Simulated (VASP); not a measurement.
Wanted: the native input for a VASP 6.6.1 run.

```yaml
Task: single point
Functional: PBEsol
Potentials_or_basis: VASP PAW PBE potentials, release 64 (Ga_d, Sb)
Cutoff: 520 eV
k_mesh: 6 × 6 × 6
Occupations: gaussian, width 0.05 eV
Spin: no spin polarisation
Dipole_correction: no
Further_INCAR_settings: ALGO = Normal; EDIFF = 1e-07; NBANDS = 16
```

The structure of GaSb lies in POSCAR:

```
GaSb
1.0
    0.0000000000      2.8359702811      2.8359702811
    2.8359702811      0.0000000000      2.8359702811
    2.8359702811      2.8359702811      0.0000000000
Ga Sb
1 1
Direct
    0.0000000000      0.0000000000      0.0000000000
    0.5000000000      0.5000000000      0.5000000000
```

Measurements of this composition are mostly on another form, of space group No. 216.

One way to write it, as run:

INCAR

```
SYSTEM = GaSb
  PREC = Accurate
  ENCUT = 520
  EDIFF = 1E-7
  ISMEAR = 0
  SIGMA = 0.05
  LREAL = .False.
  LASPH = .True.
  NELM = 80
  ALGO = Normal
  ISIF = 2
  LWAVE = .False.
  LCHARG = .False.
  GGA = PS
  NBANDS = 16
```

KPOINTS

```
regular mesh
0
Gamma
  6 6 6
  0 0 0
```

Potentials or basis: VASP PAW PBE potentials, release 64 (Ga_d, Sb).

Launch:

```sh
$ cat potpaw_PBE.64/Ga_d/POTCAR potpaw_PBE.64/Sb/POTCAR > POTCAR
$ mpirun -np 1 vasp_std > vasp.out
```

It gave:

* Pressure: 0.9 GPa
* Band gap on the k mesh: none (metal or under the smearing width)

Caveat: the PAW data sets were made with another functional, which shifts forces and pressure a little.

Run time: 8.3 s on 1 thread of Intel(R) Xeon(R) Platinum 8488C (Sapphire Rapids) (shared host), peak memory 0.17 GiB.
